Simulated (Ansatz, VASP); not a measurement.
**One calculation of SnSe, two programs**

```
CELL_PARAMETERS angstrom
0.00000 3.01000 3.11535
3.01000 0.00000 3.11535
3.01000 3.01000 0.00000
ATOMIC_POSITIONS crystal
Sn 0.00000 0.00000 0.00000
Se 0.50000 0.50000 0.50000
```

Change from the starting cell: strain +0.0350 x Voigt [0, 0, 1, 0, 0, 0], atoms carried along.

Alike in both runs: task single point; functional PBEsol; k mesh 8 × 8 × 8; occupations gaussian, width 0.05 eV; no spin polarisation.

|  | VASP | Ansatz |
| --- | --- | --- |
| version | VASP 6.6.1 | Ansatz 0.2.0 |
| potentials or method | VASP PAW PBE potentials, release 64 (Sn_d, Se) | scalar-relativistic, plane waves, PAW |
| plane-wave cutoff (eV) | 520 | 420 |
| valence electrons in the cell | 20 | 30 |

|  | VASP | Ansatz | Ansatz less VASP |
| --- | --- | --- | --- |
| gap on the k mesh at the Fermi level (eV) | 0.53 | 0.53 | -0.002 |
| least direct gap on the mesh (eV) | 0.53 | 0.53 | -0.002 |
| pressure (GPa) | -3.3 | -3.3 | -0.01 |
| largest component of the traceless stress (GPa) | 2.08 | 2.06 | -0.013 |

With one functional, cell and mesh, what is left measures potentials, basis and numerics. The two sets of potentials don't hold the same shells in valence.

Caveats: the PAW data sets were made with another functional, which shifts forces and pressure a little (VASP); spin-orbit coupling is left out, which moves the levels of the heavy elements. A k mesh can miss the band edges.
